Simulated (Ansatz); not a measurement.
# C: the cost of one run

Program: Ansatz 0.2.0. Level of theory: DFT PBE, scalar-relativistic, plane waves, PAW. These are calculated values, not measurements.

2 further runs of the same task are left out: 2 set aside as unsound or not needed.

**1. The starting structure**

It takes space group Fd-3m (No. 227, cubic). Conventional cell: a = 3.571 Å, b = 3.571 Å, c = 3.571 Å, α = 90.00°, β = 90.00°, γ = 90.00°. C (site symmetry -43m) is surrounded by 4 C at 1.55 Å.

As a file:

```
CELL_PARAMETERS angstrom
0.00000 -1.78574 -1.78574
-1.78574 0.00000 -1.78574
1.78574 1.78574 -3.57148
ATOMIC_POSITIONS crystal
C 0.75000 0.75000 0.75000
C 0.25000 0.25000 0.25000
C 0.37500 0.37500 0.87500
C 0.87500 0.87500 0.37500
```

It is built from the cell relaxed beforehand with the same method (5.69 Å³/atom).

**2. Zero of the scan**

Input file input.yaml:

```yaml
crystal:
  lattice:
    - [0.0, -1.7857375322, -1.7857375322]
    - [-1.7857375322, 0.0, -1.7857375322]
    - [1.7857375322, 1.7857375322, -3.5714750644]
  atoms:
    - { symbol: C, position: [0.75, 0.75, 0.75] }
    - { symbol: C, position: [0.25, 0.25, 0.25] }
    - { symbol: C, position: [0.375, 0.375, 0.875] }
    - { symbol: C, position: [0.875, 0.875, 0.375] }
basis:
  ecutwfc: 420
kpoints:
  mp_grid: { grid: [12, 12, 10] }
hamiltonian:
  xc: pbe
scf:
  occupations: { method: gaussian, width: 0.05 }
output:
  forces: true
  stress: true
  eigenvalues: true
```

Launch:

```console
$ ansatz run input.yaml --threads 2 --pin off --max-ram 5120MiB --backend cpu --events-out ev --progress --plain --runs-dir out
```

What time and memory should one allow on 2 threads of Intel Xeon at 2.50GHz (Skylake/Cascade Lake), shared host?

About 6.2 s, with a peak of 0.39 GiB.
